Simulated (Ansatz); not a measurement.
# Where Ti_Al puts its levels in the gap of AlN (P6_3mc), part 2 of 2

Charge states of Ti_Al in AlN (P6_3mc), set against the band edges. Model: a cell of 72 host atoms with 1 Al taken out and 1 Ti put in.

Ansatz; place-levels on r2SCAN runs: charge-transition levels and formation energies with image-charge correction and potential alignment at the atomic sites; PAW set soft_1.

So far: Starting point; Charge states.

## (3) Levels against the band edges, r2SCAN

A charged cell interacts with its images and the background, and its potential has another zero than the host's. place-levels removes the first by a point-charge model, screened by the static dielectric constant since the ions have relaxed around the charge, and the second by comparing potentials at atoms far from the defect.

The host is a run of the defect-free crystal in the same cutoffs, grids and k-points, so that basis and sampling errors cancel in part in the differences. The host is run in a cell of 8 atoms on a matching mesh. Its band edges are searched through the zone by a band path, so the gap is smaller than, or equal to, that on the mesh. Chemical potentials are energies per atom of Al (fcc) and Ti (hcp), run with the same functional and cutoff.

File levels.point.yaml:

```yaml
host:
  run: host.point.run
states: [qm1.point.run, qm1_M2.point.run, q0_M1.point.run, qp1.point.run]
geometry_from:
  qm1.point.run: qm1.relax.run
  qm1_M2.point.run: qm1_M2.relax_smeared.run
  q0_M1.point.run: q0_M1.relax.run
  qp1.point.run: qp1.relax.run
  host.point.run: host.relax.run
chemical_potentials:
  Al:
    energy: -540.418346
    dataset: <sha256 of the dataset>
  Ti:
    energy: -2504.373567
    dataset: <sha256 of the dataset>
epsilon: [4.49, 4.49, 4.72]
static_epsilon: [8.15, 8.15, 9.65]
vertical:
  - { from: qm1.point.run, to: qm1.point_neutral.run }
  - { from: qm1_M2.point.run, to: qm1_M2.point_neutral.run }
  - { from: qp1.point.run, to: qp1.point_neutral.run }
```

Run with:

```
$ ansatz place-levels levels.point.yaml -- --threads 4 --pin off --max-ram 7536MiB
```

Log:

```text
[... repeated set-up lines and file paths are left out, and long positions are rounded to six places ...]
(+1/0) 3.266 eV above the valence edge, 1.612 eV under the conduction edge
(0/-1) 4.485 eV above the valence edge, 0.393 eV under the conduction edge
formation energy of charge +1: -1.716 eV with the Fermi level at the valence edge
formation energy of charge 0: +1.550 eV with the Fermi level at the valence edge
formation energy of charge -1: +6.034 eV with the Fermi level at the valence edge
vertical -1 to 0: no energy, since no alignment is typed
  the change from vertical[0].from (qm1.point.run) to vertical[0].to (qm1.point_neutral.run): by its potential at epsilon [4.49, 4.49, 4.72] it stands at 0.583 0.606 0.518, with an rms radius of about 1.9 Å (1.3 1.0 0.9 Å across the planes of the cell's [...]
vertical -1 to 0: no energy, since no alignment is typed
  the change from vertical[1].from (qm1_M2.point.run) to vertical[1].to (qm1_M2.point_neutral.run): by its potential at epsilon [4.49, 4.49, 4.72] it stands at 0.467 0.534 0.472, with an rms radius of about 1.3 Å (0.7 0.7 0.8 Å across the planes of the cell's [...]
vertical +1 to 0: no energy, since no alignment is typed
  the change from vertical[2].from (qp1.point.run) to vertical[2].to (qp1.point_neutral.run): by its potential at epsilon [4.49, 4.49, 4.72] it stands at 0.461 0.538 0.498, with an rms radius of about 1.5 Å (0.9 0.9 0.8 Å across the planes of the cell's [...]
  edges by r2scan, gap 4.878 eV; the host is sampled to repeats of 18.64 Å
  the defect's cells are sampled to repeats of 18.64 Å, like sampling
  charge +1: -35398.1014 eV with its correction of +0.413 eV, at epsilon [8.15, 8.15, 9.65], aligned at sites: +0.1503 eV, mean over 33 atomic sites at or beyond 4.66 Å from the host's site at [0.4444, 0.5556, 0.4997] by the defect at [0.4444, 0.5556, [...]
  charge 0: +0.000 eV for its dipole among its images, +0.000 omitted
  charge -1: -35376.5146 eV with its correction of +0.108 eV, at epsilon [8.15, 8.15, 9.65], aligned at sites: +0.1552 eV, mean over 33 atomic sites at or beyond 4.66 Å from the host's site at [0.4444, 0.5556, 0.4997] by the defect at [0.4444, 0.5556, [...]
  charge -1: states[0] (qm1.point.run) stands 0.774 eV higher, with a moment of 0.00 μB against 2.00
  of states[2] (q0_M1.point.run): stability_check_not_made
  of states[1] (qm1_M2.point.run): stability_check_not_made
  of states[0] (qm1.point.run): its displacements don't fall off away from the defect: farther atoms stand 0.018 Å off the host's places. [...]
  of vertical[0].from (qm1.point.run): its displacements don't fall off away from the defect: farther atoms stand 0.018 Å off the host's places. [...]
  of vertical[0].to (qm1.point_neutral.run): its displacements don't fall off away from the defect: farther atoms stand 0.018 Å off the host's places. [...]
  of vertical[1].from (qm1_M2.point.run): stability_check_not_made
  of vertical[1].to (qm1_M2.point_neutral.run): stability_check_not_made
  of vertical[2].to (qp1.point_neutral.run): stability_check_not_made
```

It took 0.53 s on 4 threads of Arm Neoverse V1, shared host.

Levels between the charges placed, in eV above the valence top:

```
        gap (eV)  (+1/0)  (0/−1)
r2SCAN      4.88    3.27    4.48
```

Corrections by state:

```
charge  moment (μB)  image terms and alignment (eV)  band filling (eV)                               ε used  over the lowest of its charge, as the program ranks them, band filling apart (eV)
    +1          0.0                           0.413                  -  principal values (8.15, 8.15, 9.65)                                                                              0.000
     0          1.0                           0.000                  -                                    -                                                                              0.000
    −1          2.0                           0.108                  -  principal values (8.15, 8.15, 9.65)                                                                              0.000
    −1          0.0                           0.071                  -  principal values (8.15, 8.15, 9.65)                                                                              0.774
```

The charged structures listed were also run neutral, and place-levels reads from each pair, by the potential or the spins, how wide the charge is by which they differ; that can be the carrier of either run.

```
charge  rms radius (Å)  spread where it is widest against the cell (Å)  wide from (Å)  reading
    +1             1.5                                            0.88           1.40   narrow
    −1             1.3                                            0.72           1.40   narrow
```

The neutral runs of these pairs need not share the spin of the lowest neutral state, and very wide values only mean spread over the cell.

From the program's caveats on the states, each cut to its opening words:

- charge 0 (1 μB), −1 (2 μB): flagged: stability check not made
- charge −1: its displacements don't fall off away from the defect: farther atoms stand 0.018 Å off the host's places

Chemical potentials of the elements' reference phases, run alike. Formation energy by charge state (elemental references; gap 4.88 eV):

```
charge  at valence top (eV)  at conduction bottom (eV)  correction included (eV)
    +1                -1.72                       3.16                      0.41
     0                 1.55                       1.55                      0.00
    −1                 6.03                       1.16                      0.11
```

```json
{"Fermi level (eV)": "0.00", "lowest formation energy (eV)": "-1.72"}
{"Fermi level (eV)": "0.44", "lowest formation energy (eV)": "-1.27"}
{"Fermi level (eV)": "0.89", "lowest formation energy (eV)": "-0.83"}
{"Fermi level (eV)": "1.33", "lowest formation energy (eV)": "-0.39"}
{"Fermi level (eV)": "1.77", "lowest formation energy (eV)": "0.06"}
{"Fermi level (eV)": "2.22", "lowest formation energy (eV)": "0.50"}
{"Fermi level (eV)": "2.66", "lowest formation energy (eV)": "0.95"}
{"Fermi level (eV)": "3.11", "lowest formation energy (eV)": "1.39"}
{"Fermi level (eV)": "3.55", "lowest formation energy (eV)": "1.55"}
{"Fermi level (eV)": "3.99", "lowest formation energy (eV)": "1.55"}
{"Fermi level (eV)": "4.43", "lowest formation energy (eV)": "1.55"}
{"Fermi level (eV)": "4.88", "lowest formation energy (eV)": "1.16"}
```

## (4) Results

```
gap of the host                                                             : 4.88 eV (r2SCAN)
level (plus 1/0)                                                            : 3.27 eV above the valence top
level (0/minus 1)                                                           : 4.48 eV above the valence top
lowest of the charges placed, just above the valence top (0.02 eV)          : +1
lowest of the charges placed, just below the conduction bottom (0.02 eV)    : −1
lowest formation energy at mid-gap of the charges run, elemental references : 0.72 eV
```

What this shows: Of the charges placed (−1, 0 and +1), the lowest changes at 3.27 eV (+1/0) and 4.48 eV (0/−1) above the valence top, in a gap of 4.88 eV. Charges above +1 and below −1 were not placed, so these runs say nothing of levels that involve them. States placed: +1 at 0 μB; 0 at 1 μB; −1 at 2 μB and 0 μB. Other spin states or structures, where not listed, weren't placed. Ti is taken at its element; compounds, which aren't counted here, bound the chemical potentials and would shift these formation energies. What this leaves open: r2SCAN makes the gap too small and tends to spread out bound carriers; where a gas molecule sets a chemical potential or the host's formation energy, its binding is uncorrected; force components of up to 0.15 eV/Å remain in a run at the final settings.

[Logs are printed without paths, hosts, clocks, repeated set-up lines and the standing remarks that a program may print on its own settings, such as how far it seeks lower states.]

[Hosts, paths, dates, database ids (printed as entryN), source tags and the programs' standing remarks are cut or masked in the printed files.]

[Where a table of states has a column of steps, it counts the stored structures, which are thinned; the runs took as many ionic steps or more.]

[A defect's name tells the site on which it was built; relaxed atoms can leave that site.]

[For some hosts the program warned that the k-mesh of the response run may be too coarse for force constants and the static dielectric constant; such warnings are not shown here.]
